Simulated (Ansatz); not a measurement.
# Convergence of Rh

```xyz
1
Lattice="0.0000 1.9030 1.9030 1.9030 0.0000 1.9030 1.9030 1.9030 0.0000" Properties=species:S:1:pos:R:3 pbc="T T T"
Rh    0.0000    0.0000    0.0000
```

Conventional cell: a = 3.806 Å, b = 3.806 Å, c = 3.806 Å, α = 90.00°, β = 90.00°, γ = 90.00°. Rh (atom 1) is surrounded by 12 Rh at 2.69 Å.

Structure from Materials Project entry mp-74 (possibly hypothetical), not relaxed further.

Spin polarisation is left out, and whether a magnetic state lies lower isn't shown here.

The calculation used DFT, LDA, all-electron LAPW, scalar-relativistic in Ansatz 0.2.0.

Numerical set-up: a Γ-centred 18×18×18 k mesh, Fermi–Dirac smearing of 0.05 eV, basis error target 0.5 meV/atom, no spin polarisation. One setting is then changed at a time.

| k mesh | free energy less the base's (meV/atom) | P (GPa) | cutoff chosen (eV) |
| --- | --- | --- | --- |
| 18×18×18 (base) | 0.0 | -11.80 | 296 |
| 5×5×5 | 149 | ? | 296 |
| 9×9×9 | 6.3 | -11.76 | 296 |
| 14×14×14 | ? | -11.77 | 296 |
| 25×25×25 | 0.2 | -11.78 | 296 |

What belongs in the row "5×5×5", column "P (GPa)"?

-9.00.

What belongs in the row "14×14×14", column "free energy less the base's (meV/atom)"?

0.9.
